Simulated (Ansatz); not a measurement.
# Zn started in the widest void in zincblende ZnS, 65 atoms, charge +2

Aim: let the atoms about the defect relax, then find its formation energy and its levels in the gap by PBEsol and HSE06.

Method: density functional theory in Ansatz 0.2.0, PAW datasets, plane waves.

## 1. Starting point

65 atoms (33 Zn, 32 S); a = 10.713 Å, b = 10.713 Å, c = 10.713 Å, α = 90.00°, β = 90.00°, γ = 90.00°. All atoms were shaken off their sites by about 0.02 Å along each axis. Defect site 1: (0.500, 0.500, 0.750).

The runs, in order: (2) PBEsol relaxation at the single k point (¼, ¼, ¼), on 1 × NVIDIA GB200 with 8 threads of Arm Neoverse-V2; (3) HSE06 single point at the single k point (¼, ¼, ¼), on 1 × NVIDIA GB200 with 8 threads of Arm Neoverse-V2.

## 2. Relaxation of the positions (PBEsol)

The input, in.yaml:

```yaml
crystal:
  lattice:
    - [10.712536, 0.000000, 0.000000]
    - [0.000000, 10.712536, 0.000000]
    - [0.000000, 0.000000, 10.712536]
  atoms:
    - { symbol: Zn, position: [0.998048, 0.999962, 0.996085] }
    - { symbol: Zn, position: [0.001195, 0.999563, 0.499231] }
    - { symbol: Zn, position: [0.999549, 0.499300, 0.997200] }
    - { symbol: Zn, position: [0.999084, 0.499019, 0.499887] }
    - { symbol: Zn, position: [0.496754, 0.002679, 0.996979] }
    - { symbol: Zn, position: [0.499251, 0.000022, 0.500816] }
    - { symbol: Zn, position: [0.498724, 0.502243, 0.998744] }
    - { symbol: Zn, position: [0.502000, 0.496700, 0.501804] }
    - { symbol: Zn, position: [0.247714, 0.246121, 0.002150] }
    - { symbol: Zn, position: [0.249072, 0.250969, 0.501593] }
    - { symbol: Zn, position: [0.251885, 0.750734, 0.999234] }
    - { symbol: Zn, position: [0.251359, 0.750632, 0.499310] }
    - { symbol: Zn, position: [0.749389, 0.250324, 0.001375] }
    - { symbol: Zn, position: [0.748781, 0.247085, 0.500333] }
    - { symbol: Zn, position: [0.750647, 0.750498, 0.998843] }
    - { symbol: Zn, position: [0.751877, 0.749109, 0.498939] }
    - { symbol: Zn, position: [0.250077, 0.999701, 0.248790] }
    - { symbol: Zn, position: [0.249172, 0.999920, 0.751324] }
    - { symbol: Zn, position: [0.249740, 0.502756, 0.250153] }
    - { symbol: Zn, position: [0.249901, 0.503581, 0.750105] }
    - { symbol: Zn, position: [0.750925, 0.001819, 0.254944] }
    - { symbol: Zn, position: [0.751625, 0.999773, 0.748581] }
    - { symbol: Zn, position: [0.751246, 0.496578, 0.249928] }
    - { symbol: Zn, position: [0.751167, 0.499894, 0.749276] }
    - { symbol: Zn, position: [0.999555, 0.248897, 0.246410] }
    - { symbol: Zn, position: [0.999908, 0.251970, 0.750858] }
    - { symbol: Zn, position: [0.998583, 0.749691, 0.249497] }
    - { symbol: Zn, position: [0.996953, 0.747698, 0.745481] }
    - { symbol: Zn, position: [0.499897, 0.249665, 0.247794] }
    - { symbol: Zn, position: [0.497479, 0.249218, 0.749285] }
    - { symbol: Zn, position: [0.501396, 0.750236, 0.249656] }
    - { symbol: Zn, position: [0.494231, 0.751247, 0.752969] }
    - { symbol: Zn, position: [0.497361, 0.501441, 0.746014] }
    - { symbol: S, position: [0.123333, 0.126372, 0.124127] }
    - { symbol: S, position: [0.123065, 0.126964, 0.624885] }
    - { symbol: S, position: [0.124482, 0.621651, 0.126232] }
    - { symbol: S, position: [0.124711, 0.627954, 0.624731] }
    - { symbol: S, position: [0.624200, 0.125500, 0.123787] }
    - { symbol: S, position: [0.625011, 0.124272, 0.626459] }
    - { symbol: S, position: [0.623607, 0.626887, 0.123971] }
    - { symbol: S, position: [0.622932, 0.627118, 0.624703] }
    - { symbol: S, position: [0.370583, 0.376425, 0.124027] }
    - { symbol: S, position: [0.373070, 0.376916, 0.625588] }
    - { symbol: S, position: [0.371646, 0.876314, 0.123543] }
    - { symbol: S, position: [0.376293, 0.873925, 0.625301] }
    - { symbol: S, position: [0.877406, 0.377063, 0.125911] }
    - { symbol: S, position: [0.875491, 0.376586, 0.621494] }
    - { symbol: S, position: [0.874333, 0.874910, 0.126438] }
    - { symbol: S, position: [0.877878, 0.876833, 0.625457] }
    - { symbol: S, position: [0.373690, 0.118675, 0.373625] }
    - { symbol: S, position: [0.373961, 0.127352, 0.879100] }
    - { symbol: S, position: [0.376589, 0.623864, 0.371155] }
    - { symbol: S, position: [0.373727, 0.627390, 0.874795] }
    - { symbol: S, position: [0.875069, 0.126395, 0.374237] }
    - { symbol: S, position: [0.877510, 0.124639, 0.876213] }
    - { symbol: S, position: [0.877456, 0.624164, 0.375325] }
    - { symbol: S, position: [0.876289, 0.625653, 0.877806] }
    - { symbol: S, position: [0.126955, 0.372829, 0.373279] }
    - { symbol: S, position: [0.126532, 0.375617, 0.874476] }
    - { symbol: S, position: [0.125855, 0.872002, 0.374356] }
    - { symbol: S, position: [0.123233, 0.873289, 0.877343] }
    - { symbol: S, position: [0.626019, 0.373809, 0.375641] }
    - { symbol: S, position: [0.624095, 0.372370, 0.873700] }
    - { symbol: S, position: [0.624730, 0.876570, 0.371624] }
    - { symbol: S, position: [0.623696, 0.873788, 0.877005] }
  symmetry: { detect: false }
kpoints:
  mp_grid: { grid: [1, 1, 1], shift: [0.25, 0.25, 0.25] }
hamiltonian:
  xc: pbesol
total_charge: 2
scf:
  occupations: { method: fermi_dirac, width: 0.01 }
relax:
  f_tol: 0.03
  max_steps: 80
  escape_saddle: false
  adjacent_minimum: "off"
output:
  forces: true
  eigenvalues: true
  populations: true
  charged_corrections: { epsilon: 8.3 }
```

Started as:

```bash
ansatz run in.yaml --threads 8 --pin off --max-ram 118750MiB --runs-dir r --events-out ev --progress --plain --backend cuda --devices 0, --max-vram 170GiB
```

After this run come: Single point with HSE06.

Before running it: what results should come out? Wanted: for each run, formation energy; host gap; top filled to lowest empty.

The runs gave:

| level | time | formation energy (eV) | host gap (eV) | top filled to lowest empty (eV) |
| --- | --- | --- | --- | --- |
| PBEsol, relaxation | 3.7 s (GPU) | -0.13 | 2.07 | 2.64 |
| HSE06 | 22 s (GPU) | -1.31 | 3.48 | 3.94 |

```
     quantity                             value
   relaxation  4 recorded steps, 1.29 eV gained
largest shift                      0.19 Å (Zn8)
```

**In words.** Relaxation gains 1.29 eV, with shifts up to 0.19 Å (Zn8). The formation energy at E_F = VBM goes from -0.13 eV (PBEsol) to -1.31 eV (HSE06), as the host gap goes from 2.07 to 3.48 eV. The reservoirs are the elements' reference phases; where the defect changes the composition, the value depends on that choice. HSE06 shows no level inside the gap that the count of atoms sharing it marks as tightly localised. The host's edges were read at Γ, so band-like levels at this k point need not coincide with them. Finite-cell errors of some tenths of an eV remain in such numbers. The dielectric constant of 8.3 in the correction is an assumed value.
